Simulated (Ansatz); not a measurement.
**PbF2: a single-point run**

The task is a single-point run on PbF2. The structure is shown as the input types it.

Program: Ansatz 0.2.0. Level of theory: density functional or hybrid calculation with the settings of its input, plane waves (as first typed). These are calculated values, not measurements.

3 further runs of the same task are left out: 1 for a known fault of the program, 2 that didn't finish.

## (1) The starting structure

Symmetry: Fm-3m, No. 225, cubic system. The conventional cell has a = 5.921 Å, b = 5.921 Å, c = 5.921 Å, α = 90.00°, β = 90.00°, γ = 90.00°. Around Pb (site symmetry m-3m) lie 8 F at 2.56 Å. F (site symmetry -43m) is surrounded by 4 Pb at 2.56 Å.

Structure file:

```
Pb F
1.0
     0.00000    2.96044    2.96044
     2.96044    0.00000    2.96044
     2.96044    2.96044    0.00000
Pb F
1 2
Direct
  0.00000 0.00000 0.00000
  0.25000 0.25000 0.25000
  0.75000 0.75000 0.75000
```

## (2) The calculation

The input, input.yaml:

```yaml
crystal:
  lattice:
    - [0.0, 2.9604390429, 2.9604390429]
    - [2.9604390429, 0.0, 2.9604390429]
    - [2.9604390429, 2.9604390429, 0.0]
  atoms:
    - { symbol: Pb, position: [0.0, 0.0, 0.0] }
    - { symbol: F, position: [0.25, 0.25, 0.25] }
    - { symbol: F, position: [0.75, 0.75, 0.75] }
kpoints:
  mp_grid: { grid: [6, 6, 6] }
hamiltonian:
  xc: pbe
scf:
  occupations: { method: fixed }
  n_extra_bands: 4
  convergence: { dr2_threshold: 1.0 }
  max_iter: 70
output:
  forces: true
  stress: true
  eigenvalues: true
```

Run with:

```console
ansatz run input.yaml --threads 4 --pin off --max-ram 3686MiB --backend cpu --events-out ev --progress --plain --runs-dir out
```

Q: Will this input give a usable result? If not, why, and what should change?

The run converged and reported no error, with warnings (force scf threshold loose, stress scf threshold loose). Its log warns: «scf.convergence.dr2_threshold = 1e0 eV is looser than this run's default, which is 1e-7 eV or tighter. The error in the forces grows as the threshold's square root ...»

The threshold asked is loose, but the program put off the close and ended at dr2 = 1.0e-11, so little accuracy was lost here.

The test: delete scf.convergence.dr2_threshold (the default then holds).
